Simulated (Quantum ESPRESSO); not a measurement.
# In2Se2, 1 layer, rectangular cell, stepped through strain along the first axis, part 6 of 7

Aim: how the results for In2Se2, 1 layer, rectangular cell change with strain along the first axis.

Quantum ESPRESSO 7.5; plane-wave DFT, PBE, GBRV ultrasoft pseudopotentials.

So far. Step 6 (Bands along a path, -4 %): Along this path the valence top lies between Γ and X and the conduction bottom at Γ. Step 7 (Relaxing the ions, -3 %): The relaxation lowers the energy by 3 meV an atom.

## (9) Relaxation with pw.x, 3 %

Contents of m7.relax.in:

```
&control
  prefix = 'm7.relax'
  outdir = './out'
  pseudo_dir = './pseudo'
  nstep = 40
  forc_conv_thr = 0.0003
  calculation = 'relax'
  tstress = .true.
/
&system
  ibrav = 0
  nat = 8
  ntyp = 2
  ecutwfc = 50
  ecutrho = 250
  occupations = 'smearing'
  smearing = 'fd'
  degauss = 0.002
/
&electrons
  conv_thr = 1e-09
  mixing_beta = 0.4
  electron_maxstep = 120
  mixing_mode = 'plain'
/
&ions
/
ATOMIC_SPECIES
  Se  78.9710  se_pbe_v1.uspp.F.UPF
  In  114.8180  in_pbe_v1.4.uspp.F.UPF
CELL_PARAMETERS angstrom
  4.20335266554000 0.00000000000000 0.00000000000000
  0.00000000000000 7.06788813800000 0.00000000000000
  0.00000000000000 0.00000000000000 20.14290946400000
ATOMIC_POSITIONS crystal
  Se  0.000000000000 0.333334341600 0.366558047100
  Se  0.500000000000 0.833334386500 0.366557955300
  In  0.000000000000 -0.000001105000 0.429924743200
  In  0.500000000000 0.499999043600 0.429924757800
  In  0.000000000000 -0.000001105000 0.570075256800
  In  0.500000000000 0.499999043600 0.570075242200
  Se  0.000000000000 0.333334341600 0.633441952900
  Se  0.500000000000 0.833334386500 0.633442044700
K_POINTS automatic
  8 4 1 0 0 0
```

The run is started by

```sh
> OMP_NUM_THREADS=1 mpirun -n 4 pw.x -nk 2 -in m7.relax.in > m7.relax.out
```

What it wrote:

```text
[banner, memory and clock lines left out]
Program PWSCF v.7.5 starts
[...]
Message from routine setup:
[...]
number of electrons       =        76.00
     number of Kohn-Sham states=           46
     kinetic-energy cutoff     =      50.0000  Ry
     charge density cutoff     =     250.0000  Ry
[...]
number of k points=    15  Fermi-Dirac smearing, width (Ry)=  0.0020
[...]
Dense  grid:   269459 G-vectors     FFT dimensions: (  40,  72, 192)
[...]
negative rho (up, down):  9.634E-04 0.000E+00
     Starting wfcs are   52 randomized atomic wfcs
[...]
negative rho (up, down):  8.484E-04 0.000E+00
[...]
estimated scf accuracy    <       7.82169152 Ry
[...]
negative rho (up, down):  9.506E-04 0.000E+00
[...]
estimated scf accuracy    <       0.11825649 Ry
[...]
negative rho (up, down):  1.040E-03 0.000E+00
[...]
estimated scf accuracy    <       0.05081987 Ry
[...]
negative rho (up, down):  1.106E-03 0.000E+00
[...]
estimated scf accuracy    <       0.01393664 Ry
[...]
negative rho (up, down):  1.136E-03 0.000E+00
[...]
estimated scf accuracy    <       0.00108245 Ry
[...]
negative rho (up, down):  1.159E-03 0.000E+00
[...]
estimated scf accuracy    <       0.00013602 Ry
[...]
negative rho (up, down):  1.169E-03 0.000E+00
[...]
estimated scf accuracy    <       0.00002195 Ry
[...]
negative rho (up, down):  1.174E-03 0.000E+00
[...]
estimated scf accuracy    <       0.00000546 Ry
[...]
negative rho (up, down):  1.178E-03 0.000E+00
[...]
estimated scf accuracy    <       0.00000026 Ry
[...]
negative rho (up, down):  1.181E-03 0.000E+00
[...]
estimated scf accuracy    <       0.00000006 Ry
[...]
negative rho (up, down):  1.182E-03 0.000E+00
[...]
estimated scf accuracy    <       0.00000002 Ry
[...]
negative rho (up, down):  1.185E-03 0.000E+00
[...]
the Fermi energy is    -0.7897 ev
!    total energy              =    -708.63111344 Ry
     estimated scf accuracy    <          4.2E-10 Ry
     smearing contrib. (-TS)   =      -0.00000000 Ry
     internal energy E=F+TS    =    -708.63111344 Ry
[...]
one-electron contribution =   -2124.12718341 Ry
     hartree contribution      =    1091.74067132 Ry
     xc contribution           =    -269.75222493 Ry
     ewald contribution        =     593.50762358 Ry
     convergence has been achieved in  12 iterations
     negative rho (up, down):  1.185E-03 0.000E+00
[...]
Total force =     0.023583     Total SCF correction =     0.000108
[...]
negative rho (up, down):  1.185E-03 0.000E+00
[...]
negative rho (up, down):  1.190E-03 0.000E+00
[...]
negative rho (up, down):  1.187E-03 0.000E+00
[...]
estimated scf accuracy    <       0.00016371 Ry
[...]
negative rho (up, down):  1.186E-03 0.000E+00
[...]
estimated scf accuracy    <       0.00015490 Ry
[...]
negative rho (up, down):  1.186E-03 0.000E+00
[...]
estimated scf accuracy    <       0.00000116 Ry
[...]
negative rho (up, down):  1.186E-03 0.000E+00
[...]
estimated scf accuracy    <       0.00000037 Ry
[...]
negative rho (up, down):  1.186E-03 0.000E+00
[...]
estimated scf accuracy    <       0.00000002 Ry
[...]
negative rho (up, down):  1.186E-03 0.000E+00
[...]
estimated scf accuracy    <          1.3E-09 Ry
[...]
negative rho (up, down):  1.186E-03 0.000E+00
[...]
the Fermi energy is    -0.7788 ev
!    total energy              =    -708.63159017 Ry
     estimated scf accuracy    <          2.9E-10 Ry
     smearing contrib. (-TS)   =      -0.00000000 Ry
     internal energy E=F+TS    =    -708.63159017 Ry
[...]
one-electron contribution =   -2123.82405564 Ry
     hartree contribution      =    1091.59686942 Ry
     xc contribution           =    -269.76028196 Ry
     ewald contribution        =     593.35587802 Ry
     convergence has been achieved in   7 iterations
     negative rho (up, down):  1.186E-03 0.000E+00
[...]
Total force =     0.017040     Total SCF correction =     0.000087
[...]
negative rho (up, down):  1.186E-03 0.000E+00
[...]
negative rho (up, down):  1.192E-03 0.000E+00
[...]
negative rho (up, down):  1.189E-03 0.000E+00
[...]
estimated scf accuracy    <       0.00012782 Ry
[...]
negative rho (up, down):  1.188E-03 0.000E+00
[...]
estimated scf accuracy    <       0.00012134 Ry
[...]
negative rho (up, down):  1.188E-03 0.000E+00
[...]
estimated scf accuracy    <       0.00000128 Ry
[...]
negative rho (up, down):  1.188E-03 0.000E+00
[...]
estimated scf accuracy    <       0.00000043 Ry
[...]
negative rho (up, down):  1.188E-03 0.000E+00
[...]
estimated scf accuracy    <       0.00000003 Ry
[...]
negative rho (up, down):  1.188E-03 0.000E+00
[...]
estimated scf accuracy    <          2.4E-09 Ry
[...]
negative rho (up, down):  1.188E-03 0.000E+00
[...]
estimated scf accuracy    <          1.8E-10 Ry
[...]
negative rho (up, down):  1.188E-03 0.000E+00
[...]
the Fermi energy is    -0.7676 ev
!    total energy              =    -708.63193633 Ry
     estimated scf accuracy    <          4.7E-11 Ry
     smearing contrib. (-TS)   =      -0.00000000 Ry
     internal energy E=F+TS    =    -708.63193633 Ry
[...]
one-electron contribution =   -2123.90084052 Ry
     hartree contribution      =    1091.64212310 Ry
     xc contribution           =    -269.76878691 Ry
     ewald contribution        =     593.39556800 Ry
     convergence has been achieved in   8 iterations
     negative rho (up, down):  1.188E-03 0.000E+00
[...]
Total force =     0.010929     Total SCF correction =     0.000039
[...]
negative rho (up, down):  1.188E-03 0.000E+00
[...]
negative rho (up, down):  1.197E-03 0.000E+00
[...]
negative rho (up, down):  1.193E-03 0.000E+00
[...]
estimated scf accuracy    <       0.00012726 Ry
[...]
negative rho (up, down):  1.193E-03 0.000E+00
[...]
estimated scf accuracy    <       0.00012139 Ry
[...]
negative rho (up, down):  1.193E-03 0.000E+00
[...]
estimated scf accuracy    <       0.00000204 Ry
[...]
negative rho (up, down):  1.193E-03 0.000E+00
[...]
estimated scf accuracy    <       0.00000054 Ry
[...]
negative rho (up, down):  1.193E-03 0.000E+00
[...]
estimated scf accuracy    <       0.00000004 Ry
[...]
negative rho (up, down):  1.193E-03 0.000E+00
[...]
estimated scf accuracy    <       0.00000001 Ry
[...]
negative rho (up, down):  1.193E-03 0.000E+00
[...]
one-electron contribution =   -2124.71091191 Ry
     hartree contribution      =    1092.05493552 Ry
     xc contribution           =    -269.78032599 Ry
     ewald contribution        =     593.80412366 Ry
     convergence has been achieved in   9 iterations
     negative rho (up, down):  1.193E-03 0.000E+00
[...]
Total force =     0.005780     Total SCF correction =     0.000007
[...]
negative rho (up, down):  1.193E-03 0.000E+00
[...]
negative rho (up, down):  1.196E-03 0.000E+00
[...]
negative rho (up, down):  1.195E-03 0.000E+00
[...]
estimated scf accuracy    <       0.00000365 Ry
[...]
negative rho (up, down):  1.195E-03 0.000E+00
[...]
estimated scf accuracy    <       0.00000080 Ry
[...]
negative rho (up, down):  1.194E-03 0.000E+00
[...]
estimated scf accuracy    <       0.00000017 Ry
[...]
negative rho (up, down):  1.194E-03 0.000E+00
[...]
estimated scf accuracy    <       0.00000004 Ry
[...]
negative rho (up, down):  1.194E-03 0.000E+00
[...]
estimated scf accuracy    <          1.1E-09 Ry
[...]
negative rho (up, down):  1.194E-03 0.000E+00
[...]
estimated scf accuracy    <          2.1E-10 Ry
[...]
negative rho (up, down):  1.194E-03 0.000E+00
[...]
the Fermi energy is    -0.7469 ev
!    total energy              =    -708.63223334 Ry
     estimated scf accuracy    <          1.4E-11 Ry
     smearing contrib. (-TS)   =      -0.00000000 Ry
     internal energy E=F+TS    =    -708.63223334 Ry
[...]
one-electron contribution =   -2125.88877354 Ry
     hartree contribution      =    1092.64529938 Ry
     xc contribution           =    -269.78540235 Ry
     ewald contribution        =     594.39664317 Ry
     convergence has been achieved in   7 iterations
     negative rho (up, down):  1.194E-03 0.000E+00
[...]
Total force =     0.005513     Total SCF correction =     0.000015
[...]
negative rho (up, down):  1.194E-03 0.000E+00
[...]
negative rho (up, down):  1.195E-03 0.000E+00
[...]
negative rho (up, down):  1.195E-03 0.000E+00
[...]
estimated scf accuracy    <       0.00004176 Ry
[...]
negative rho (up, down):  1.195E-03 0.000E+00
[...]
estimated scf accuracy    <       0.00003091 Ry
[...]
negative rho (up, down):  1.195E-03 0.000E+00
[...]
estimated scf accuracy    <       0.00000054 Ry
[...]
negative rho (up, down):  1.195E-03 0.000E+00
[...]
estimated scf accuracy    <       0.00000009 Ry
[...]
negative rho (up, down):  1.195E-03 0.000E+00
[...]
estimated scf accuracy    <          6.7E-09 Ry
[...]
negative rho (up, down):  1.195E-03 0.000E+00
[...]
estimated scf accuracy    <          6.3E-10 Ry
[...]
negative rho (up, down):  1.195E-03 0.000E+00
[...]
estimated scf accuracy    <          6.7E-11 Ry
[...]
negative rho (up, down):  1.195E-03 0.000E+00
[...]
the Fermi energy is    -0.7424 ev
!    total energy              =    -708.63228127 Ry
     estimated scf accuracy    <          4.3E-12 Ry
     smearing contrib. (-TS)   =      -0.00000000 Ry
     internal energy E=F+TS    =    -708.63228127 Ry
[...]
one-electron contribution =   -2127.82380810 Ry
     hartree contribution      =    1093.61146912 Ry
     xc contribution           =    -269.78914017 Ry
     ewald contribution        =     595.36919789 Ry
     convergence has been achieved in   8 iterations
     negative rho (up, down):  1.195E-03 0.000E+00
[...]
Total force =     0.005021     Total SCF correction =     0.000011
[...]
negative rho (up, down):  1.195E-03 0.000E+00
[...]
negative rho (up, down):  1.192E-03 0.000E+00
[...]
negative rho (up, down):  1.193E-03 0.000E+00
[...]
estimated scf accuracy    <       0.00016738 Ry
[...]
negative rho (up, down):  1.193E-03 0.000E+00
[...]
estimated scf accuracy    <       0.00011497 Ry
[...]
negative rho (up, down):  1.194E-03 0.000E+00
[...]
estimated scf accuracy    <       0.00000120 Ry
[...]
negative rho (up, down):  1.194E-03 0.000E+00
[...]
estimated scf accuracy    <       0.00000028 Ry
[...]
negative rho (up, down):  1.194E-03 0.000E+00
[...]
estimated scf accuracy    <       0.00000002 Ry
[...]
negative rho (up, down):  1.194E-03 0.000E+00
[...]
estimated scf accuracy    <          2.7E-09 Ry
[...]
negative rho (up, down):  1.194E-03 0.000E+00
[...]
estimated scf accuracy    <          3.3E-10 Ry
[...]
negative rho (up, down):  1.194E-03 0.000E+00
[...]
estimated scf accuracy    <          1.9E-10 Ry
[...]
negative rho (up, down):  1.194E-03 0.000E+00
[...]
the Fermi energy is    -0.7387 ev
!    total energy              =    -708.63233078 Ry
     estimated scf accuracy    <          1.8E-12 Ry
     smearing contrib. (-TS)   =      -0.00000000 Ry
     internal energy E=F+TS    =    -708.63233078 Ry
[...]
one-electron contribution =   -2130.88131904 Ry
     hartree contribution      =    1095.13582823 Ry
     xc contribution           =    -269.79229764 Ry
     ewald contribution        =     596.90545768 Ry
     convergence has been achieved in   9 iterations
     negative rho (up, down):  1.194E-03 0.000E+00
[...]
Total force =     0.003637     Total SCF correction =     0.000004
[...]
negative rho (up, down):  1.194E-03 0.000E+00
[...]
negative rho (up, down):  1.192E-03 0.000E+00
[...]
negative rho (up, down):  1.193E-03 0.000E+00
[...]
estimated scf accuracy    <       0.00008879 Ry
[...]
negative rho (up, down):  1.193E-03 0.000E+00
[...]
estimated scf accuracy    <       0.00005028 Ry
[...]
negative rho (up, down):  1.193E-03 0.000E+00
[...]
estimated scf accuracy    <       0.00000055 Ry
[...]
negative rho (up, down):  1.194E-03 0.000E+00
[...]
estimated scf accuracy    <       0.00000007 Ry
[...]
negative rho (up, down):  1.194E-03 0.000E+00
[...]
estimated scf accuracy    <          9.1E-09 Ry
[...]
negative rho (up, down):  1.194E-03 0.000E+00
[...]
estimated scf accuracy    <          1.4E-09 Ry
[...]
negative rho (up, down):  1.194E-03 0.000E+00
[...]
estimated scf accuracy    <          1.4E-10 Ry
[...]
negative rho (up, down):  1.194E-03 0.000E+00
[...]
estimated scf accuracy    <          2.5E-11 Ry
[...]
negative rho (up, down):  1.194E-03 0.000E+00
[...]
the Fermi energy is    -0.7376 ev
!    total energy              =    -708.63235286 Ry
     estimated scf accuracy    <          4.8E-12 Ry
     smearing contrib. (-TS)   =      -0.00000000 Ry
     internal energy E=F+TS    =    -708.63235286 Ry
[...]
one-electron contribution =   -2132.93028933 Ry
     hartree contribution      =    1096.15640607 Ry
     xc contribution           =    -269.79322923 Ry
     ewald contribution        =     597.93475963 Ry
     convergence has been achieved in   9 iterations
     negative rho (up, down):  1.194E-03 0.000E+00
[...]
Total force =     0.002704     Total SCF correction =     0.000010
[...]
negative rho (up, down):  1.194E-03 0.000E+00
[...]
negative rho (up, down):  1.193E-03 0.000E+00
[...]
negative rho (up, down):  1.193E-03 0.000E+00
[...]
estimated scf accuracy    <       0.00002901 Ry
[...]
negative rho (up, down):  1.194E-03 0.000E+00
[...]
estimated scf accuracy    <       0.00002229 Ry
[...]
negative rho (up, down):  1.194E-03 0.000E+00
[...]
estimated scf accuracy    <       0.00000013 Ry
[...]
negative rho (up, down):  1.194E-03 0.000E+00
[...]
estimated scf accuracy    <       0.00000004 Ry
[...]
negative rho (up, down):  1.194E-03 0.000E+00
[...]
estimated scf accuracy    <          1.6E-09 Ry
[...]
negative rho (up, down):  1.194E-03 0.000E+00
[...]
estimated scf accuracy    <          1.1E-10 Ry
[...]
negative rho (up, down):  1.194E-03 0.000E+00
[...]
estimated scf accuracy    <          1.2E-11 Ry
[...]
negative rho (up, down):  1.194E-03 0.000E+00
[...]
```

Elapsed: 19 min, on 4 MPI ranks of Arm Neoverse V2, shared host; peak memory 1.6 GiB.

Relaxation path:

| step | energy less that of the first step (eV) | largest force (eV/Å) |
| --- | --- | --- |
| 1 | 0.0000 | 0.2195 |
| 2 | -0.0065 | 0.1646 |
| 3 | -0.0112 | 0.1177 |
| 4 | -0.0145 | 0.0539 |
| 5 | -0.0152 | 0.0657 |
| 6 | -0.0159 | 0.0631 |
| 7 | -0.0166 | 0.0410 |
| 8 | -0.0169 | 0.0263 |
| 9 | -0.0170 | 0.0235 |
| 10 | -0.0171 | 0.0175 |
| 11 | -0.0172 | 0.0104 |
| 12 | -0.0172 | 0.0027 |

The atoms that moved most (Å):

| atom | dx | dy | dz | length |
| --- | --- | --- | --- | --- |
| Se2 | 0.000 | 0.012 | 0.032 | 0.034 |
| Se8 | 0.000 | 0.012 | -0.032 | 0.034 |
| Se7 | 0.000 | 0.012 | -0.032 | 0.034 |
| Se1 | 0.000 | 0.012 | 0.032 | 0.034 |
| In6 | 0.000 | -0.012 | 0.002 | 0.012 |
| In4 | 0.000 | -0.012 | -0.002 | 0.012 |
| In3 | 0.000 | -0.012 | -0.002 | 0.012 |
| In5 | 0.000 | -0.012 | 0.002 | 0.012 |

The relaxed structure:

```cif
data_structure
_symmetry_space_group_name_H-M 'P 1'
_symmetry_Int_Tables_number 1
_cell_length_a 4.2034
_cell_length_b 7.0679
_cell_length_c 20.1429
_cell_angle_alpha 90.000
_cell_angle_beta 90.000
_cell_angle_gamma 90.000
_cell_volume 598.42
loop_
_atom_site_label
_atom_site_type_symbol
_atom_site_fract_x
_atom_site_fract_y
_atom_site_fract_z
_atom_site_occupancy
Se1 Se 0.00000 0.33498 0.36812 1
Se2 Se 0.50000 0.83498 0.36812 1
In3 In 0.00000 0.99836 0.42982 1
In4 In 0.50000 0.49836 0.42982 1
In5 In 0.00000 0.99836 0.57018 1
In6 In 0.50000 0.49836 0.57018 1
Se7 Se 0.00000 0.33498 0.63188 1
Se8 Se 0.50000 0.83498 0.63188 1
```

The relaxation lowers the energy by 2 meV an atom.

This step gave:

* free energy: -9641.4347 eV
* Fermi energy: -0.7313 eV

## (10) Ground state, 3 %

Contents of m7.scf.in:

```
&control
  prefix = 'm7.scf'
  outdir = './out'
  pseudo_dir = './pseudo'
  calculation = 'scf'
  tprnfor = .true.
/
&system
  ibrav = 0
  nat = 8
  ntyp = 2
  ecutwfc = 40
  ecutrho = 200
  occupations = 'smearing'
  smearing = 'fd'
  degauss = 0.002
  nbnd = 42
/
&electrons
  conv_thr = 1e-09
  mixing_beta = 0.4
  electron_maxstep = 120
  mixing_mode = 'plain'
/
ATOMIC_SPECIES
  Se  78.9710  se_pbe_v1.uspp.F.UPF
  In  114.8180  in_pbe_v1.4.uspp.F.UPF
CELL_PARAMETERS angstrom
  4.20335266554000 0.00000000000000 0.00000000000000
  0.00000000000000 7.06788813800000 0.00000000000000
  0.00000000000000 0.00000000000000 20.14290946400000
ATOMIC_POSITIONS crystal
  Se  0.000000000000 0.334977287600 0.368122280400
  Se  0.500000000000 0.834977287900 0.368122260500
  In  0.000000000000 -0.001643989000 0.429823416700
  In  0.500000000000 0.498356080100 0.429823421400
  In  0.000000000000 -0.001643989000 0.570176583300
  In  0.500000000000 0.498356080100 0.570176578600
  Se  0.000000000000 0.334977287600 0.631877719600
  Se  0.500000000000 0.834977287900 0.631877739500
K_POINTS automatic
  8 4 1 0 0 0
```

The run is started by

```sh
> OMP_NUM_THREADS=1 mpirun -n 4 pw.x -nk 2 -in m7.scf.in > m7.scf.out
```

What it wrote:

```text
[banner, memory and clock lines left out]
Program PWSCF v.7.5 starts
[...]
Message from routine setup:
[...]
number of electrons       =        76.00
     number of Kohn-Sham states=           42
     kinetic-energy cutoff     =      40.0000  Ry
     charge density cutoff     =     200.0000  Ry
[...]
number of k points=    15  Fermi-Dirac smearing, width (Ry)=  0.0020
[...]
Dense  grid:   192885 G-vectors     FFT dimensions: (  36,  64, 180)
[...]
negative rho (up, down):  6.869E-04 0.000E+00
     Starting wfcs are   52 randomized atomic wfcs
[...]
negative rho (up, down):  5.270E-04 0.000E+00
[...]
estimated scf accuracy    <       7.65423374 Ry
[...]
negative rho (up, down):  5.455E-04 0.000E+00
[...]
estimated scf accuracy    <       0.09728183 Ry
[...]
negative rho (up, down):  8.853E-04 0.000E+00
[...]
estimated scf accuracy    <       0.02896287 Ry
[...]
negative rho (up, down):  7.113E-04 0.000E+00
[...]
estimated scf accuracy    <       0.00565548 Ry
[...]
negative rho (up, down):  6.814E-04 0.000E+00
[...]
estimated scf accuracy    <       0.00073505 Ry
[...]
negative rho (up, down):  6.770E-04 0.000E+00
[...]
estimated scf accuracy    <       0.00032683 Ry
[...]
negative rho (up, down):  6.698E-04 0.000E+00
[...]
estimated scf accuracy    <       0.00005065 Ry
[...]
negative rho (up, down):  6.676E-04 0.000E+00
[...]
estimated scf accuracy    <       0.00001506 Ry
[...]
negative rho (up, down):  6.681E-04 0.000E+00
[...]
estimated scf accuracy    <       0.00000280 Ry
[...]
negative rho (up, down):  6.687E-04 0.000E+00
[...]
estimated scf accuracy    <       0.00000004 Ry
[...]
negative rho (up, down):  6.692E-04 0.000E+00
[...]
estimated scf accuracy    <       0.00000005 Ry
[...]
negative rho (up, down):  6.696E-04 0.000E+00
[...]
estimated scf accuracy    <          8.1E-09 Ry
[...]
negative rho (up, down):  6.702E-04 0.000E+00
[...]
the Fermi energy is    -0.7409 ev
!    total energy              =    -708.61734142 Ry
     estimated scf accuracy    <          1.7E-10 Ry
     smearing contrib. (-TS)   =      -0.00000000 Ry
     internal energy E=F+TS    =    -708.61734142 Ry
[...]
one-electron contribution =   -2135.71939736 Ry
     hartree contribution      =    1097.54777153 Ry
     xc contribution           =    -269.79513377 Ry
     ewald contribution        =     599.34941817 Ry
     convergence has been achieved in  13 iterations
     negative rho (up, down):  6.702E-04 0.000E+00
[...]
Total force =     0.000120     Total SCF correction =     0.000094
[...]
```

Run time: 85 s. Hardware: 4 MPI ranks; peak memory 1.2 GiB.

Read from the output:

* free energy: -9641.2301 eV
* Fermi energy: -0.7409 eV
* valence top, on the run's zero: -1.333 eV
* conduction bottom, on the run's zero: -0.1892 eV
* gap by band count: 1.143 eV

(Part 6 of 7 ends here.)

[Logs are printed without paths, hosts, clocks, repeated set-up lines and the standing remarks that a program may print on its own settings, such as how far it seeks lower states.]

[Hosts, paths, dates, database ids (printed as entryN), source tags and the programs' standing remarks are cut or masked in the printed files.]

[Maps of the electrostatic potential energy from Ansatz leave out the sawtooth potential of an applied field or a dipole correction, so their vacuum need not be flat; planar profiles and work functions include it.]
